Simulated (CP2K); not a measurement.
# Nb under changes of volume

One of the cells (18.428 Å³/atom); the others are scaled copies at fixed shape and fractional positions:

```
Nb
1.0
     2.88205    0.00000    0.00000
    -0.96068    2.71722    0.00000
    -0.96068   -1.35861    2.35318
Nb
1
Cartesian
  0.0000 0.0000 0.0000
```

```yaml
Program: CP2K 2026.2
Functional: r2SCAN
Potentials_or_basis: POTENTIAL_UZH Nb GTH-SCAN-q13; TZVP-MOLOPT-SCAN-GTH basis
Density_cutoff: 9184 eV
k_mesh: 11 × 11 × 11
Occupations: fermi-dirac, width 0.0259 eV
Spin: no spin polarisation
```

```tsv
volume (Å³/atom)	energy over the lowest point (meV/atom)	pressure (GPa)
17.322	?	?
17.691	6.48	4.6
18.060	0.00	1.0
18.428	1.45	-2.4
18.797	10.54	-5.7
19.165	26.90	-8.7
19.534	49.95	-11.4
```

**Question.** What does the run at 17.322 Å³/atom give?

**Answer.** Energy over the lowest point 21.42 meV/atom; pressure 8.6 GPa.

Worked out: A Birch-Murnaghan fit of order 3 (a polynomial in V^(-2/3)) to the other rows has its minimum at 18.17 Å³/atom with B0 = V·E''(V) = 169 GPa (rough, since the energies scatter). It gives 21.48 meV/atom at 17.322 Å³/atom, against the run's 21.42, and -dE/dV = 8.4 GPa, against 8.6.

Energies are extrapolated to zero smearing.

Caveats: the basis of atomic orbitals isn't converged, which shifts pressures, moduli and gaps.
